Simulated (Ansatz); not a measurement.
# Na (P6_3/mmc) in Ansatz: further runs

Runs on Na. Level: PBEsol. Tasks: phonons, elastic constants.

Everything below comes from runs of Ansatz 0.2.0. Logs are shortened: lines on timing, memory, paths and dates and some standing lists are left out, and cuts for length are marked.

## 1. Starting point

The structure is hexagonal, space group P6_3/mmc (No. 194). Conventional cell: a = 3.767 Å, b = 3.767 Å, c = 6.154 Å, α = 90.00°, β = 90.00°, γ = 120.00°. Around Na (site symmetry -6m2) lie 12 Na at 3.77 Å.

This isn't the form of Na at room conditions, which is bcc.

## 2. Phonons, PBEsol

Input file input.yaml:

```yaml
crystal:
  lattice:
    - [3.767, 0.0, 0.0]
    - [-1.8835, 3.2623176961, 0.0]
    - [0.0, 0.0, 6.154]
  atoms:
    - { symbol: Na, position: [0.6666666667, 0.3333333333, 0.75] }
    - { symbol: Na, position: [0.3333333333, 0.6666666667, 0.25] }
hamiltonian:
  xc: pbesol
  pseudopotentials: { kind: paw }
kpoints:
  mp_grid: { grid: [8, 8, 4] }
scf:
  occupations: { method: fermi_dirac, width: 0.05 }
phonons:
  method: dfpt
  qmesh: [2, 2, 2]
  temperatures: { t_max: 1000, t_step: 100 }
  qpath:
    path:
      - [[0.0, 0.0, 0.0], [0.5, 0.0, 0.0], [0.3333333333, 0.3333333333, 0.0], [0.0, 0.0, 0.0], [0.0, 0.0, 0.5], [0.5, 0.0, 0.5], [0.3333333333, 0.3333333333, 0.5], [0.0, 0.0, 0.5]]
      - [[0.5, 0.0, 0.5], [0.5, 0.0, 0.0]]
      - [[0.3333333333, 0.3333333333, 0.0], [0.3333333333, 0.3333333333, 0.5]]
    npoints: 8
```

Potentials or basis: Ansatz PAW.

On the command line:

```bash
$ ansatz run input.yaml --threads 2 --pin off --max-ram 5632MiB --backend cpu --events-out ev --progress --plain --runs-dir out
```

The log of the run:

```text
Warning: RAYON_NUM_THREADS=2 ignored (pool sized by the plan → 2); use --threads N
Engine: ansatz 0.2.0, aarch64-unknown-linux-gnu
Pseudopotentials: kind: paw
Pseudopotential: Na, paw, valence charge 9, recommended cutoff 420 eV (normal), Na.paw.azcp
Functional definition: PBEsol
  exchange = pbesol_x
  correlation = pbesol_c
Crystal: 2 atoms, lattice volume = 75.627 Å³
Basis set: ecut = 420 eV, 1473 PW (Γ), exchange–correlation on 54×54×96 points (8 copies of the dense FFT grid, shifted against one another)
Bands: 13, of which v1, the nominal top of the filled ones, is band 9 counted from 1 (8 counted from 0)
Symmetry: 24 space group operations
k-points: 30 of 256
Non-local potential: Na, projectors of the file, l = 0: 3, l = 1: 2, l = 2: 1
PAW form: soft (Blöchl's): semilocal exchange-correlation on the pseudo side does not see the compensation charge
PAW frozen core: Na, regenerated for the run's functional, and the local potential with it (the file was generated under x = pbe(κ = 0.804, μ = 0.2195149727645171), c = pbe(β = 0.06672455060314922))
PAW one-centre angular grid: Na, 110 points (default); XC on 64 Gauss nodes
Initial density: superposition of atomic densities (neutral atoms: chi_scale 0, normalization atom), corrected by the library's trained network
Initial wavefunctions: pseudopotential atomic-orbital guess
Functional: x = pbesol(κ = 0.804, μ = 0.12345679012345678), c = pbesol(β = 0.046)
SCF iter   1: F=—  HF=-2951.743611 eV  |F-HF|=—  |Δ(HF+E_count)|=         —  Δρ=1.57e-3  dr2=8.62e-4  ethr=1.77e-3  ⟨swp⟩=4.2  Hψ=1971  notcnv=0
preconditioner: auto → Kerker (q_TF=auto, 2.148 Å⁻¹)  [metal: Δε(μ)=0.133 eV  Ē_g=4.796 eV  σ=0.050 eV  W_gap=0.47  n_scr=10 (ndim 8)  ℏωp=6.0 eV  f_vac=0.000  D(μ)=1.60/eV (n_scr^D=8)]
SCF iter   2: F=—  HF=-2951.742232 eV  |F-HF|=—  |Δ(HF+E_count)|=   1.38e-3  Δρ=6.15e-4  dr2=1.95e-4  ethr=4.79e-6  ⟨swp⟩=2.6  Hψ=893  notcnv=0
SCF iter   3: F=—  HF=-2951.742203 eV  |F-HF|=—  |Δ(HF+E_count)|=   2.83e-5  Δρ=1.82e-4  dr2=2.49e-5  ethr=1.08e-6  ⟨swp⟩=2.0  Hψ=629  notcnv=0
SCF iter   4: F=—  HF=-2951.742222 eV  |F-HF|=—  |Δ(HF+E_count)|=   1.82e-5  Δρ=2.57e-4  dr2=1.95e-5  ethr=1.38e-7  ⟨swp⟩=2.0  Hψ=639  notcnv=0
SCF iter   5: F=—  HF=-2951.742204 eV  |F-HF|=—  |Δ(HF+E_count)|=   1.81e-5  Δρ=6.38e-5  dr2=1.37e-6  ethr=1.09e-7  ⟨swp⟩=2.0  Hψ=629  notcnv=0
SCF iter   6: F=—  HF=-2951.742205 eV  |F-HF|=—  |Δ(HF+E_count)|=   1.74e-6  Δρ=1.02e-5  dr2=4.09e-8  ethr=7.62e-9  ⟨swp⟩=2.0  Hψ=629  notcnv=0
SCF iter   7: F=—  HF=-2951.742205 eV  |F-HF|=—  |Δ(HF+E_count)|=   2.80e-8  Δρ=1.44e-6  dr2=1.04e-9  ethr=2.27e-10  ⟨swp⟩=2.0  Hψ=631  notcnv=0
SCF iter   8: F=—  HF=-2951.742205 eV  |F-HF|=—  |Δ(HF+E_count)|=  4.44e-10  Δρ=3.38e-7  dr2=4.43e-11  ethr=5.76e-12  ⟨swp⟩=2.1  Hψ=615  notcnv=0
SCF iter   9: F=-2951.742205 eV  HF=-2951.742205 eV  |F-HF|=0.00e0  |Δ(HF+E_count)|=  2.32e-11  Δρ=1.89e-8  dr2=2.26e-13  ethr=1.00e-12  ⟨swp⟩=5.1  Hψ=1532  notcnv=0
SCF 1 converged in 9 iterations: F = -2951.742205 eV  dr2 = 2.26e-13
NSCF: frozen V_eff on 30 k-points
NSCF: frozen V_eff on 63 k-points
DFPT response loops at q = (0, 0, 0) (fractional): preconditioner auto → Kerker (q_TF=auto, 2.148 Å⁻¹) (partly filled bands, converged f_vac=0.000); β = 1.00, the filter's whole step (`scf.mixing.beta` (0.50) is not read by the response loops under this deck's `scf.mixing.preconditioner`; to damp them name `kerker` or `kerker_dos`, under which they read `scf.mixing.beta`, and type it under 1.00, their step now; both keys bind the ground state too); Broyden in place of MSR1
NSCF: frozen V_eff on 126 k-points
DFPT response loops at q = (0, 0, -0.5) (fractional): mixed as the last ones told, above
NSCF: frozen V_eff on 126 k-points
DFPT response loops at q = (0, -0.5, 0) (fractional): mixed as the last ones told, above
NSCF: frozen V_eff on 126 k-points
DFPT response loops at q = (0, -0.5, -0.5) (fractional): mixed as the last ones told, above
SCF converged after 9 iterations
Free energy (F): -2951.742205 eV
Harris-Foulkes:  -2951.742205 eV  (|F-HF|=0.00e0)
Internal energy: -2951.730216 eV  (E = F + TS)
E sigma→0 (E₀):  -2951.736211 eV
Entropy (-TS):   -0.011989 eV (-5.995 meV/atom)
Fermi energy:    1.514542 eV
--- Per-component energies (eV) ---
  E_band       = -481.855604
  E_kinetic    = 240.237886
  E_local      = -2897.607319  (includes V_loc(G=0)·N_el)
  E_nonlocal   = 231.691058
  E_hartree    = 1059.591108
  E_xc         = -75.205819
  E_vxc        = -97.201993  (∫ρ·V_xc dr)
  E_paw        = -506.910609  (= ΣΔE_a)
  E_vpaw       = -78.157412  (= ΣTr[D̂ρ^β])
  E_aug_tail   = -0.000048  (compensation charges beyond the density's cutoff)
  E_ewald      = -1003.635862
  E_core_change = 0.109388  (= ΣΔE_core)
  E_smearing   = -0.011989  (= −TS)
  E_closure    = 0.000000  (closes the sum)
  Σ components = -2951.742205   (vs F -2951.742205, Δ=0.00e0)
--- Band table (eV; the first three rows and the last of 30) ---
  k-point 0: bands = ["-51.1004", "-51.0987", "-23.2012", "-23.1732", "-23.1732", "-23.1686", "-23.1686", "-23.1683", "-1.5988", "2.1724", "2.5802", "11.4937", "11.4937"]
  k-point 1: bands = ["-51.1002", "-51.0990", "-23.1965", "-23.1732", "-23.1725", "-23.1725", "-23.1692", "-23.1692", "-1.3434", "0.6572", "4.5319", "9.9861", "11.6822"]
  k-point 2: bands = ["-51.0996", "-51.0996", "-23.1848", "-23.1848", "-23.1709", "-23.1709", "-23.1709", "-23.1709", "-0.5843", "-0.5843", "7.0825", "7.0825", "12.0751"]
  k-point 29: bands = ["-51.0983", "-51.0983", "-23.1960", "-23.1960", "-23.1863", "-23.1863", "-23.1748", "-23.1748", "3.2750", "3.2750", "3.7439", "3.7439", "5.4051"]
--- Phonons (Γ-DFPT): 2 representative perturbations + reference (Σ response iterations 6) ---
  ASR residual: 3.225e-5 → 0.000e0 eV/Å²; symmetrization residual: 2.621e-12 eV/Å²
  ASR residual per site (eV/Å²): 3.22e-5 3.22e-5
  Γ frequencies (cm⁻¹): 0.00 0.00 0.00 54.06 54.06 128.76
--- Phonons (arbitrary-q DFPT): 4 irreducible q on the 2×2×2 mesh ---
  q = [0.0000, 0.0000, 0.0000] (star 1, of the zone-centre solve; hermiticity 5.65e-14, symmetrization 3.74e-12): -0.00 -0.00 0.00 54.06 54.06 128.76
  q = [0.0000, 0.0000, -0.5000] (star 1, 2 solved perturbations in 93 linear systems a pass and spin channel, the states on 63 of 256 k-point pairs; hermiticity 1.16e-11, symmetrization 1.37e-11): 38.34 38.34 38.34 38.34 80.82 80.82
  q = [0.0000, -0.5000, 0.0000] (star 3, 3 solved perturbations on 63 of 256 k-point pairs; hermiticity 1.93e-12, symmetrization 6.68e-13): 54.28 66.94 92.26 104.63 115.14 115.36
  q = [0.0000, -0.5000, -0.5000] (star 3, 3 solved perturbations on 63 of 256 k-point pairs; hermiticity 2.03e-7, symmetrization 2.55e-13): 76.20 76.20 76.31 76.31 124.24 124.24
  sum rule: each row above includes the acoustic sum rule's correction from the zone centre's row sums; it moved no ω² by more than (0.62 cm⁻¹)²
  mesh force constants: q→R imaginary residual 1.29e-17; ASR residual 3.225e-5 → 0.000e0 eV/Å²; symmetrization residual 1.110e-15 eV/Å²
  interpolated dispersion: 75 rows × 6 modes
  density of states and harmonic sums: on the 20×20×10 q-mesh, interpolated from the force constants of a 2×2×2 supercell (no non-analytic term)
  largest difference from the sums on the solved wave vectors: F 8.25e-2 eV, S 1.15e-4 and C_V 3.23e-5 eV/K
  zero-point energy: 0.031033 eV/cell   skipped modes (ω ≤ 0): 3   left out of the sums: 1.25e-4 of the cell's modes: C_V's classical limit lies that fraction below 3 k_B per atom; for a crystal, a wire or a layer, F and S can be off by more, and a phonons.interpolated_qmesh denser along its periods is the remedy for the sampling
```

phbands.tsv:

```text
# q_distance	omega_0_inv_cm	omega_1_inv_cm	omega_2_inv_cm	omega_3_inv_cm	omega_4_inv_cm	omega_5_inv_cm	omega_0_thz	omega_1_thz	omega_2_thz	omega_3_thz	omega_4_thz	omega_5_thz
# format = ansatz-phbands/1
[... 76 lines left out ...]
6.601950	74.734602	74.734602	97.701772	109.022889	113.045409	113.045409	2.240487	2.240487	2.929025	3.268424	3.389016	3.389016
6.665762	72.598942	72.598942	99.788606	107.563143	114.643884	114.643884	2.176462	2.176462	2.991587	3.224662	3.436937	3.436937
6.729574	71.244152	71.244152	101.906568	105.862040	115.633211	115.633211	2.135846	2.135846	3.055082	3.173664	3.466596	3.466596
6.793386	70.779901	70.779901	103.957293	103.957293	115.967849	115.967849	2.121928	2.121928	3.116561	3.116561	3.476629	3.476629
```

It took 31 s on 2 threads of Arm Neoverse V1, shared host; peak memory 0.48 GiB.

Results:

* Free energy: -2951.7422 eV
* Band gap on the k mesh: none (metal or under the smearing width)
* Highest phonon frequency: 129 cm⁻¹

Levels at points of the mesh, in eV from the Fermi level:
```csv
k point,band 7,band 8,band 9,band 10,band 11,band 12
"(0.00, 0.00, 0.00)",-24.68,-24.68,-3.11,0.66,1.07,9.98
"(0.00, 0.00, -0.50)",-24.69,-24.69,-2.10,-2.10,5.57,5.57
"(0.00, -0.50, 0.00)",-24.69,-24.69,0.35,0.47,3.93,3.94
"(0.00, -0.50, -0.50)",-24.69,-24.69,1.16,1.16,1.64,1.64
```

Phonon frequencies in cm⁻¹ (negative: imaginary):
| q point | frequencies |
| --- | --- |
| (0.000, 0.000, 0.000) | 0 0 0 54 54 129 |
| (0.000, 0.000, -0.500) | 38 38 38 38 81 81 |
| (0.000, -0.500, 0.000) | 54 67 92 105 115 115 |
| (0.000, -0.500, -0.500) | 76 76 76 76 124 124 |

Caveat: the q mesh is small, so phonon branches between its points and thermal values are rough; the PAW data sets come from PBE, with cores solved anew for the run's functional, which leaves a small shift of forces and pressure.

## 3. Elastic constants, PBEsol

Input file input.yaml:

```yaml
crystal:
  lattice:
    - [3.767, 0.0, 0.0]
    - [-1.8835, 3.2623176961, 0.0]
    - [0.0, 0.0, 6.154]
  atoms:
    - { symbol: Na, position: [0.6666666667, 0.3333333333, 0.75] }
    - { symbol: Na, position: [0.3333333333, 0.6666666667, 0.25] }
hamiltonian:
  xc: pbesol
  pseudopotentials: { kind: paw }
kpoints:
  mp_grid: { grid: [8, 8, 4] }
scf:
  occupations: { method: fermi_dirac, width: 0.05 }
output:
  forces: true
  stress: true
elastic:
  mode: relaxed_ion
  stencil: two_point
```

Potentials or basis: Ansatz PAW.

On the command line:

```bash
$ ansatz run input.yaml --threads 2 --pin off --max-ram 5632MiB --backend cpu --events-out ev --progress --plain --runs-dir out
```

The log of the run:

```text
Warning: RAYON_NUM_THREADS=2 ignored (pool sized by the plan → 2); use --threads N
[... 6 set-up lines as earlier in the session ...]
Crystal: 2 atoms, lattice volume = 75.627 Å³
Basis set: ecut = 420 eV, 1473 PW (Γ), exchange–correlation on 54×54×90 points (8 copies of the dense FFT grid, shifted against one another)
Bands: 13, of which v1, the nominal top of the filled ones, is band 9 counted from 1 (8 counted from 0)
[... 1 set-up line as earlier in the session ...]
Space group: P63/mmc (ITA 194), of the structure as read, at distance tolerance 4.2e-5 Å
k-points: 30 of 256
[... 7 set-up lines as earlier in the session ...]
SCF iter   1: F=—  HF=-2951.743609 eV  |F-HF|=—  |Δ(HF+E_count)|=         —  Δρ=1.57e-3  dr2=8.62e-4  ethr=1.77e-3  ⟨swp⟩=4.2  Hψ=1971  notcnv=0
preconditioner: auto → Kerker (q_TF=auto, 2.148 Å⁻¹)  [metal: Δε(μ)=0.133 eV  Ē_g=4.796 eV  σ=0.050 eV  W_gap=0.47  n_scr=10 (ndim 8)  ℏωp=6.0 eV  f_vac=0.000  D(μ)=1.60/eV (n_scr^D=8)]
SCF iter   2: F=—  HF=-2951.742232 eV  |F-HF|=—  |Δ(HF+E_count)|=   1.38e-3  Δρ=6.15e-4  dr2=1.95e-4  ethr=4.79e-6  ⟨swp⟩=2.6  Hψ=895  notcnv=0
SCF iter   3: F=—  HF=-2951.742205 eV  |F-HF|=—  |Δ(HF+E_count)|=   2.75e-5  Δρ=1.82e-4  dr2=2.49e-5  ethr=1.08e-6  ⟨swp⟩=2.0  Hψ=629  notcnv=0
SCF iter   4: F=—  HF=-2951.742225 eV  |F-HF|=—  |Δ(HF+E_count)|=   2.05e-5  Δρ=2.57e-4  dr2=1.95e-5  ethr=1.38e-7  ⟨swp⟩=2.0  Hψ=639  notcnv=0
SCF iter   5: F=—  HF=-2951.742206 eV  |F-HF|=—  |Δ(HF+E_count)|=   1.96e-5  Δρ=2.04e-5  dr2=1.64e-7  ethr=1.09e-7  ⟨swp⟩=2.0  Hψ=629  notcnv=0
SCF iter   6: F=—  HF=-2951.742205 eV  |F-HF|=—  |Δ(HF+E_count)|=   4.00e-7  Δρ=1.97e-6  dr2=3.78e-9  ethr=9.11e-10  ⟨swp⟩=2.0  Hψ=599  notcnv=0
SCF iter   7: F=—  HF=-2951.742205 eV  |F-HF|=—  |Δ(HF+E_count)|=   1.46e-9  Δρ=7.58e-7  dr2=4.07e-10  ethr=2.10e-11  ⟨swp⟩=2.2  Hψ=609  notcnv=0
[... 173 lines left out ...]
        0.000000       0.000000      -0.269066
  P = ⅓ Tr σ = -0.2785 GPa (-2.785 kbar)
--- Band table (eV; the first three rows and the last of 30) ---
  k-point 0: bands = ["-51.1004", "-51.0987", "-23.2012", "-23.1732", "-23.1732", "-23.1686", "-23.1686", "-23.1683", "-1.5988", "2.1724", "2.5802", "11.4937", "11.4937"]
  k-point 1: bands = ["-51.1002", "-51.0990", "-23.1965", "-23.1732", "-23.1725", "-23.1725", "-23.1692", "-23.1692", "-1.3434", "0.6572", "4.5319", "9.9861", "11.6822"]
  k-point 2: bands = ["-51.0996", "-51.0996", "-23.1848", "-23.1848", "-23.1709", "-23.1709", "-23.1709", "-23.1709", "-0.5843", "-0.5843", "7.0825", "7.0825", "12.0751"]
  k-point 29: bands = ["-51.0983", "-51.0983", "-23.1960", "-23.1960", "-23.1863", "-23.1863", "-23.1748", "-23.1748", "3.2750", "3.2750", "3.7439", "3.7439", "5.4051"]
--- Elastic constants: 3 strain directions × 2 members + reference (group order 24) ---
  dense FFT box of the reference and of every strained cell: 27×27×45
  strains applied: 11, 33, 23; error gains: componentwise 1.00 (the most a stress slope's error grows in a printed constant), spectral 1.41 (1 for all six strains in a standard setting)
  C = ∂σ_k/∂η_j (tension-positive GPa; Voigt order 11 22 33 23 13 12):
         6.244      9.393      4.661     -0.000      0.000      0.000
         9.393      6.244      4.661     -0.000      0.000      0.000
         4.682      4.682     11.207     -0.000      0.000     -0.000
         0.000     -0.000      0.000      0.240      0.000     -0.000
         0.000     -0.000     -0.000      0.000      0.240     -0.000
         0.000     -0.000      0.000      0.000      0.000     -1.574
  reference stress σ⁰ (GPa):      0.283      0.283      0.269     -0.000     -0.000      0.000
  C* (energy form; C + prestress term) asymmetry max|C*_kj − C*_jk| = 6.781e-3 GPa — a small one proves nothing (zero by symmetry where the batch's group is 432, −43m or m−3m); a large one is finite-difference/SCF noise where every solve meets its electron count
  moduli (Voigt/Reuss/Hill, GPa): K = 6.80/6.80/6.80   G = 0.11/0.68/0.39   E = 1.16   ν = 0.472
  mechanically stable: NO (min eigenvalue of sym C = -3.15 GPa)
  strain η (Voigt 11):  stress-route row diagonal C_11 = 6.24 GPa, energy-path curvature d²(F+E_count+ΔE)/dδ²/Ω₀ = 6.35 GPa
         δ    σ_11 (GPa)             F (eV)   n_scf  n_hpsi   n_pw
    -2.000e-3       0.2706       -2951.7424668       3   10258   1496   relax 3 steps, max|allowed force component| 3.09e-6 eV/Å
     2.000e-3       0.2956       -2951.7419321       3   10392   1512   relax 2 steps, max|allowed force component| 6.23e-6 eV/Å
  strain η (Voigt 33):  stress-route row diagonal C_33 = 11.21 GPa, energy-path curvature d²(F+E_count+ΔE)/dδ²/Ω₀ = 11.25 GPa
         δ    σ_33 (GPa)             F (eV)   n_scf  n_hpsi   n_pw
    -2.000e-3       0.2466       -2951.7424487       7    7065   1496   relax 0 steps, max|allowed force component| 2.17e-19 eV/Å
     2.000e-3       0.2915       -2951.7419408       7    6684   1509   relax 0 steps, max|allowed force component| 1.45e-19 eV/Å
  strain η (Voigt 23):  stress-route row diagonal C_44 = 0.24 GPa, energy-path curvature d²(F+E_count+ΔE)/dδ²/Ω₀ = 0.11 GPa
         δ    σ_23 (GPa)             F (eV)   n_scf  n_hpsi   n_pw
    -2.000e-3      -0.0005       -2951.7422053       4   15758   1496   relax 1 steps, max|allowed force component| 4.17e-6 eV/Å
     2.000e-3       0.0005       -2951.7422053       4   15751   1496   relax 1 steps, max|allowed force component| 4.17e-6 eV/Å
```

Run time: 22 s. Hardware: 2 threads of Arm Neoverse V1, shared host; peak memory 0.37 GiB.

What came out:

```yaml
Free_energy: -2951.7422 eV
Pressure: -0.3 GPa
Band_gap_on_the_k_mesh: none (metal or under the smearing width)
Voigt_bulk_modulus: 7 GPa
```

Levels at points of the mesh, in eV from the Fermi level:
```csv
k point,band 7,band 8,band 9,band 10,band 11,band 12
"(0.00, 0.00, 0.00)",-24.68,-24.68,-3.11,0.66,1.07,9.98
"(0.00, 0.00, -0.50)",-24.69,-24.69,-2.10,-2.10,5.57,5.57
"(0.00, -0.50, 0.00)",-24.69,-24.69,0.35,0.47,3.93,3.94
"(0.00, -0.50, -0.50)",-24.69,-24.69,1.16,1.16,1.64,1.64
```

Elastic tensor in Voigt notation (GPa, in the Cartesian axes of the cell as first typed):
```
 6  9  5  0  0  0
 9  6  5  0  0  0
 5  5 11  0  0  0
 0  0  0  0  0  0
 0  0  0  0  0  0
 0  0  0  0  0 -2
```

Caveat: the elastic tensor has a negative eigenvalue, so either the cell is unstable as it stands or the mesh is too thin; the PAW data sets come from PBE, with cores solved anew for the run's functional, which leaves a small shift of forces and pressure.
